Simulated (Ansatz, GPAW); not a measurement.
Ti: 3 runs at one level of theory

```
Ti
1.0
     2.95000    0.00000    0.00000
    -1.47500    2.55477    0.00000
     0.00000    0.00000    4.68000
Ti
2
Direct
  0.66667 0.33333 0.75000
  0.33333 0.66667 0.25000
```

Alike in all runs: task single point; functional PBE; k mesh 10 × 10 × 6; occupations gaussian, width 0.016 eV; no spin polarisation; no spin-orbit coupling. Pressure is positive in compression and, in plane waves, holds the error of the finite cutoff, which Ansatz's Pulay term estimates and takes out.

```
                        program and potentials  plane-wave cutoff (eV)  notes  pressure (GPa)
                            Ansatz, Ansatz PAW                     420      -           -1.42
    GPAW, GPAW PAW data sets (gpaw-data 1.2.1)                     600      -           -1.98
Ansatz, all-electron LAPW, scalar-relativistic                       -      -           -1.43
```

The pressure spans -1.98 (GPAW, GPAW PAW data sets (gpaw-data 1.2.1)) to -1.42 GPa (Ansatz, Ansatz PAW), with all-electron results at -1.43.

Differences between rows come from potentials, basis sets and numerical settings, since the functional is the same but for its coding. Runs on potential files found faulty are left out.
